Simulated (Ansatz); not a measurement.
HgTe:

```
CELL_PARAMETERS angstrom
0.00000 3.18000 3.18000
3.18000 0.00000 3.18000
3.18000 3.18000 0.00000
ATOMIC_POSITIONS crystal
Hg 0.00000 0.00000 0.00000
Te 0.50000 0.50000 0.50000
```

Measurements of this composition are mostly on another form, of space group No. 216.

A run of Ansatz 0.2.0 on this cell left the log below. Logs are shortened: lines on timing, memory, paths and dates and some standing lists are left out, and cuts for length are marked.

```text
Warning: RAYON_NUM_THREADS=2 ignored (pool sized by the plan → 2); use --threads N
Engine: ansatz 0.2.0, aarch64-unknown-linux-gnu
Pseudopotentials: kind: paw
Pseudopotential: Hg, paw, valence charge 20, recommended cutoff 420 eV (normal), Hg.paw.azcp
Pseudopotential: Te, paw, valence charge 16, recommended cutoff 420 eV (normal), Te.paw.azcp
Functional definition: PBE
  parameter kappa = 0.804
  parameter beta = 0.06672455060314922
  exchange = pbe_x(kappa = kappa, mu = beta*pi^2/3)
  correlation = pbe_c(beta = beta)
Crystal: 2 atoms, lattice volume = 64.315 Å³
Basis set: ecut = 420 eV, 1243 PW (Γ), exchange–correlation on 64×64×64 points (8 copies of the dense FFT grid, shifted against one another)
Bands: 22, of which v1, the nominal top of the filled ones, is band 18 counted from 1 (17 counted from 0)
Symmetry: 48 space group operations
Space group: Fm-3m (ITA 225), of the structure as read, at distance tolerance 4.0e-5 Å
k-points: 20 of 343
Non-local potential: Hg, projectors of the file, l = 0: 3, l = 1: 2, l = 2: 2, l = 3: 1
Non-local potential: Te, projectors of the file, l = 0: 2, l = 1: 2, l = 2: 2, l = 3: 2
PAW form: soft (Blöchl's): semilocal exchange-correlation on the pseudo side does not see the compensation charge
PAW one-centre angular grid: Hg, 590 points (default); XC on 64 Gauss nodes
PAW one-centre angular grid: Te, 590 points (default); XC on 64 Gauss nodes
Initial density: superposition of atomic densities (neutral atoms: chi_scale 0, normalization atom), corrected by the library's trained network
Initial wavefunctions: pseudopotential atomic-orbital guess
Functional: x = pbe(κ = 0.804, μ = 0.2195149727645171), c = pbe(β = 0.06672455060314922)
SCF iter   1: F=—  HF=-20793.376059 eV  |F-HF|=—  |Δ(HF+E_count)|=         —  Δρ=8.01e-4  dr2=5.58e-4  ethr=1.77e-3  ⟨swp⟩=6.1  Hψ=2075  notcnv=0
preconditioner: auto → LDOS  [insulator: Δε(μ)=0.114 eV  Ē_g=9.902 eV  σ=0.019 eV  W_gap=0.75  n_scr=14 (ndim 8)  ℏωp=19.6 eV  f_vac=0.047  D(μ)=1.66/eV (n_scr^D=14)  ε∞_Penn≈4.9  β→1.0]
SCF iter   2: F=—  HF=-20793.376356 eV  |F-HF|=—  |Δ(HF+E_count)|=   2.97e-4  Δρ=5.51e-4  dr2=1.39e-4  ethr=1.55e-6  ⟨swp⟩=3.0  Hψ=1150  notcnv=0  defer=3
SCF iter   3: F=—  HF=-20793.376324 eV  |F-HF|=—  |Δ(HF+E_count)|=   3.16e-5  Δρ=1.32e-4  dr2=1.51e-5  ethr=3.87e-7  ⟨swp⟩=2.0  Hψ=785  notcnv=0  defer=3
SCF iter   4: F=—  HF=-20793.376318 eV  |F-HF|=—  |Δ(HF+E_count)|=   6.08e-6  Δρ=2.39e-5  dr2=4.50e-7  ethr=4.20e-8  ⟨swp⟩=2.0  Hψ=617  notcnv=0  defer=3
iter 5 did not close the SCF: its close was put off for the readings that it lacked (scf_convergence_deferred on its scf_iter line)
SCF iter   5: F=-20793.376318 eV  HF=-20793.376318 eV  |F-HF|=2.30e-9  |Δ(HF+E_count)|=   1.10e-7  Δρ=3.89e-6  dr2=8.71e-9  ethr=1.25e-9  ⟨swp⟩=2.0  Hψ=618  notcnv=0  defer=3
SCF iter   6: F=-20793.376318 eV  HF=-20793.376318 eV  |F-HF|=1.09e-11  |Δ(HF+E_count)|=   6.37e-9  Δρ=4.53e-7  dr2=1.03e-10  ethr=2.42e-11  ⟨swp⟩=2.5  Hψ=1590  notcnv=0
SCF 1 converged in 6 iterations: F = -20793.376318 eV  dr2 = 1.03e-10
  greatest PAW one-centre occupation: 1.000 electrons in one spin orbital (limit 2), on the Hg atom at site 0 (counted from 0), in its partial waves of l = 0
SCF converged after 6 iterations
Free energy (F): -20793.376318 eV
Harris-Foulkes:  -20793.376318 eV  (|F-HF|=1.09e-11)
Internal energy: -20793.376020 eV  (E = F + TS)
E sigma→0 (E₀):  -20793.376169 eV
Entropy (-TS):   -0.000299 eV (-0.149 meV/atom)
Fermi energy:    9.029153 eV
--- Per-component energies (eV) ---
  E_band       = -741.806683
  E_kinetic    = 780.979631
  E_local      = -4285.722048  (includes V_loc(G=0)·N_el)
  E_nonlocal   = -237.496630
  E_hartree    = 2092.890678
  E_xc         = -342.932328
  E_vxc        = -364.001377  (∫ρ·V_xc dr)
  E_paw        = -14606.748123  (= ΣΔE_a)
  E_vpaw       = -821.348426  (= ΣTr[D̂ρ^β])
  E_aug_tail   = 0.000743  (compensation charges beyond the density's cutoff)
  E_ewald      = -4194.347942
  E_smearing   = -0.000299  (= −TS)
  E_closure    = 0.000000  (closes the sum)
  Σ components = -20793.376318   (vs F -20793.376318, Δ=0.00e0)
--- Forces (eV/Å), atoms counted from 1 ---
  atom   1  Hg    -0.00000000     0.00000000    -0.00000000
  atom   2  Te     0.00000000    -0.00000000     0.00000000
  max |Σ_I F_I| component: 2.42e-29 eV/Å
--- Stress (GPa, compression-positive) ---
       -3.751925       0.000000       0.000000
        0.000000      -3.751925       0.000000
       -0.000000       0.000000      -3.751925
  P = ⅓ Tr σ = -3.7519 GPa (-37.519 kbar)
--- Band table (eV; the first three rows and the last of 20) ---
  k-point 0: bands = ["-105.3106", "-53.7604", "-53.7604", "-53.7604", "-27.4226", "-27.4226", "-27.4226", "-27.4213", "-27.4213", "-2.2372", "2.7370", "2.7370", "2.7858", "2.7858", "2.7858", "7.6420", "8.4683", "8.4683", "8.4683", "16.4767", "16.4767", "16.4767"]
  k-point 1: bands = ["-105.3106", "-53.7605", "-53.7604", "-53.7604", "-27.4225", "-27.4225", "-27.4225", "-27.4212", "-27.4212", "-2.1029", "2.6921", "2.6921", "2.7716", "2.8046", "2.8046", "6.3317", "8.5843", "8.5843", "9.7175", "14.8290", "15.3976", "15.3976"]
  k-point 2: bands = ["-105.3106", "-53.7605", "-53.7604", "-53.7604", "-27.4224", "-27.4223", "-27.4223", "-27.4211", "-27.4211", "-1.7578", "2.5887", "2.5887", "2.7070", "2.8545", "2.8545", "4.9428", "8.8682", "8.8682", "10.9103", "13.2978", "14.0830", "14.0830"]
  k-point 19: bands = ["-105.3106", "-53.7605", "-53.7605", "-53.7605", "-27.4223", "-27.4221", "-27.4216", "-27.4213", "-27.4209", "-1.3589", "2.5991", "2.7514", "2.8149", "2.9429", "3.1540", "4.9970", "6.2324", "7.0675", "10.2408", "13.7623", "15.4489", "16.0251"]
```

**Question.** What input gives this log?

**Answer.** Single point with PBE, no spin polarisation. The files as run (others can give the same):

input.yaml
```yaml
crystal:
  lattice:
    - [0.0, 3.18, 3.18]
    - [3.18, 0.0, 3.18]
    - [3.18, 3.18, 0.0]
  atoms:
    - { symbol: Hg, position: [0.0, 0.0, 0.0] }
    - { symbol: Te, position: [0.5, 0.5, 0.5] }
hamiltonian:
  xc: pbe
  pseudopotentials: { kind: paw }
kpoints:
  mp_grid: { grid: [7, 7, 7] }
scf:
  occupations: { method: gaussian, width: 0.019 }
output:
  forces: true
  stress: true
  eigenvalues: true
```

Potentials or basis: Ansatz PAW.
Command:
```bash
$ ansatz run input.yaml --threads 2 --pin off --max-ram 5632MiB --backend cpu --events-out ev --progress --plain --runs-dir out
```
